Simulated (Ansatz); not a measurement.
The system is Br.

```xyz
4
Lattice="3.3632 -2.3226 0.0000 3.3632 2.3226 0.0000 0.0000 0.0000 8.7023" Properties=species:S:1:pos:R:3 pbc="T T T"
Br    3.3632    0.6266    3.3948
Br    3.3632    1.6959    7.7459
Br    3.3632   -0.6266    5.3075
Br    3.3632   -1.6959    0.9564
```

Base run:

* Program: Ansatz 0.2.0
* Functional: r2SCAN50
* Potentials or basis: Ansatz PAW
* Cutoff: 500 eV
* Density cutoff: 2000 eV
* k mesh: 4 × 4 × 2
* Occupations: fermi-dirac, width 0.05 eV
* Spin: no spin polarisation

Its results: band gap on the k mesh 5.95 eV, indirect (least direct gap 6.13 eV); largest force 0.422 eV/Å.

Task: The run is repeated on the same cell with these changes: functional from r2SCAN50 to PBE; cutoff from 500 eV to 420 eV; density cutoff from 2000 eV to 1680 eV. What comes out?

Result: Band gap on the k mesh 1.87 eV, indirect (least direct gap 1.92 eV); largest force 0.864 eV/Å.

r2SCAN50 gives the wider gap, since exact exchange removes part of the self-interaction.

Caveats: the PAW data sets come from PBE, with cores solved anew for the run's functional, which leaves a small shift of forces and pressure (some runs).

Not every run made on this cell is shown here.
